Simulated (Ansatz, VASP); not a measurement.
## One calculation of Ga, two programs

```
Ga
1.0
     2.43110   -3.34214    0.00000
     2.43110    3.34214    0.00000
     0.00000    0.00000    2.80999
Ga
2
Direct
  0.19581 0.80419 0.00000
  0.80419 0.19581 0.00000
```

Alike in both runs: functional PBE; k mesh 4 × 4 × 6; occupations gaussian, width 0.1 eV; no spin polarisation.

Ansatz relaxed the structure, and its values are those at the end. VASP's run is a single point on that final structure, the one shown.

```csv
,VASP,Ansatz
version,VASP 6.6.1,Ansatz 0.2.0
potentials or method,"VASP PAW PBE potentials, release 64 (Ga_d)","scalar-relativistic, plane waves, PAW"
plane-wave cutoff (eV),520,420
valence electrons in the cell,26,26
```

```tsv
	VASP	Ansatz	Ansatz less VASP
gap on the k mesh at the Fermi level (eV)	none	none	-
pressure (GPa)	0.1	0.0	-0.08
```

A gap of «none» marks a metal or a gap that the smearing closes.

Caveats: the k mesh is coarse (spacing up to 0.40 Å⁻¹), so the values aren't converged.
